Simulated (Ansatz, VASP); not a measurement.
## One calculation of Mg, two programs

```
Mg
1.0
     0.00000    2.29902    2.29902
     2.29902    0.00000    2.29902
     2.29902    2.29902    0.00000
Mg
1
Direct
  0.00000 0.00000 0.00000
```

This isn't the form of Mg at room conditions, which is hcp.

Alike in both runs: task single point; functional PBE; k mesh 9 × 9 × 9; no spin polarisation.

|  | VASP | Ansatz |
| --- | --- | --- |
| version | VASP 6.6.1 | Ansatz 0.2.0 |
| potentials or method | VASP PAW PBE potentials, release 64 (Mg) | plane waves, PAW |
| plane-wave cutoff (eV) | 520 | 500 |
| occupations | methfessel-paxton of order 1, width 0.05 eV | cold, width 0.05 eV |
| valence electrons in the cell | 2 | 10 |

|  | VASP | Ansatz | Ansatz less VASP |
| --- | --- | --- | --- |
| pressure (GPa) | -1.7 | -1.6 | +0.13 |

The two sets of potentials don't hold the same shells in valence.
